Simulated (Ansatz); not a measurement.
# Ti$_{3}$Al$_{5}$ (P4/mmm) under several functionals

Plane-wave DFT in Ansatz with scalar-relativistic PAW potentials. The same structure was relaxed (cell and atoms, symmetry kept) in separate runs at each level. Whether it is the stable form of this composition wasn't checked. No spin polarisation.

| level | cutoff (eV) | k mesh | V (Å³/atom) | a (Å) | c (Å) | B0 (GPa) |
| --- | --- | --- | --- | --- | --- | --- |
| LDA | 420 | 10×10×4 | 15.190 | 3.844 | 8.223 | – |
| PBEsol | 420 | 10×10×4 | 15.640 | 3.883 | 8.297 | 115 |
| PBE | 420 | 10×10×4 | 16.056 | 3.918 | 8.367 | 109 |

Q: Where does r2SCAN (500 eV, k mesh 10×10×4) fall?

A: V (Å³/atom) 15.814, a (Å) 3.898, c (Å) 8.325, B0 (GPa) 117. Its volume is between those of PBEsol and PBE. The usual order of volumes, LDA < PBEsol < PBE, holds here (15.190, 15.640, 16.056 Å³/atom). As a rule LDA overbinds; PBEsol, built on the gradient expansion of slowly varying densities, lies between LDA and PBE; PBE's stronger gradient term for exchange weakens bonds. r2SCAN lies 1.5 % under PBE in volume. B0 goes from 114.9 to 108.5 GPa as the volume grows by 2.7 %; on one curve with B' = 4.0 the volume alone, B ∝ V^(−B'), would give 103.5 GPa, and the rest of the difference is the functional's own stiffness.